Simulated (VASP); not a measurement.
GaP: changing the strain (εxx = s)

```
CELL_PARAMETERS angstrom
0.00000 2.72525 2.72525
2.72525 0.00000 2.72525
2.72525 2.72525 0.00000
ATOMIC_POSITIONS crystal
Ga 0.00000 0.00000 0.00000
P 0.75000 0.75000 0.75000
```

Kept alike: task relaxation of the atoms; functional PBE; k mesh 8 × 8 × 8; occupations fermi-dirac, width 0.05 eV; no spin polarisation. Program: VASP, PBE PAW files Ga_d, P, 520 eV. The mesh is that of the run's cell of 2 atoms. No spin-orbit coupling.

```csv
s,band gap (eV),free energy over the lowest row (meV/atom)
-0.01,1.527,6.91
0,1.642,2.90
0.01,1.609,0.61
0.02,1.566,0.00
```

The cell shown is the unstrained one; x, y and z are its Cartesian axes. A gap read on the mesh alone can miss an edge between its points.

The band gap runs from 1.527 (-0.01) to 1.642 eV (0). The free energy falls from 6.91 to 0.00 meV/atom between -0.01 and 0.02.
